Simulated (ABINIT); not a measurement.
The system is SrO.

```
Sr O
1.0
     0.00000    2.56630    2.56630
     2.56630    0.00000    2.56630
     2.56630    2.56630    0.00000
Sr O
1 1
Direct
  0.50000 0.50000 0.50000
  0.00000 0.00000 0.00000
```

Base run:

```yaml
Program: ABINIT 10.8.3 (patched build)
Functional: PBEsol
Potentials_or_basis: JTH PAW PBE v2.0
Cutoff: 762 eV
k_mesh: 9 × 9 × 9
Occupations: fermi-dirac, width 0.05 eV
Spin: no spin polarisation
```

Its results: band gap on the k mesh 3.26 eV, indirect (least direct gap 3.34 eV); pressure -0.9 GPa.

**Question.** After a change of settings the same cell gave: band gap on the k mesh 3.37 eV, indirect (least direct gap 3.45 eV); pressure 2.9 GPa. Which change was it?
A. functional from PBEsol to SCAN
B. functional from PBEsol to PBE
C. functional from PBEsol to BLYP
D. functional from PBEsol to LDA

**Answer.** B.

PBE binds less tightly than PBEsol, so the same cell stands under more pressure.

Caveats: the PAW data sets were made with another functional, which shifts forces and pressure a little (some runs).
